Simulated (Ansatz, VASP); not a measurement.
# One calculation of Zr, two programs

```
Zr
1.0
     2.38928    0.00000    0.00000
     0.00000    2.38928    0.00000
     0.00000    0.00000    2.38928
Zr
1
Direct
  0.00000 0.00000 0.00000
```

Change from the starting cell: volume scaled by 0.55, LAPW.

Alike in both runs: task single point; functional PBE; k mesh 14 × 14 × 14; occupations fermi-dirac, width 0.1 eV; no spin polarisation.

|  | VASP | Ansatz |
| --- | --- | --- |
| version | VASP 6.6.1 | Ansatz 0.2.0 |
| potentials or method | VASP PAW PBE potentials, release 64 (Zr_sv), cutoff 520 eV | all-electron LAPW, scalar-relativistic |

Ansatz gave:

| Item | Value |
| --- | --- |
| pressure (GPa) | 126.2 |

Q: Estimate VASP's values.

A: Pressure (GPa): 127.5.

Ansatz ran all-electron here, so the differences hold the error of VASP's frozen core and of both bases.

Caveats: the cell as given lies far from equilibrium; so large a pressure means that the cell lies far from this level's equilibrium, or that cutoff or potentials fall short (VASP).
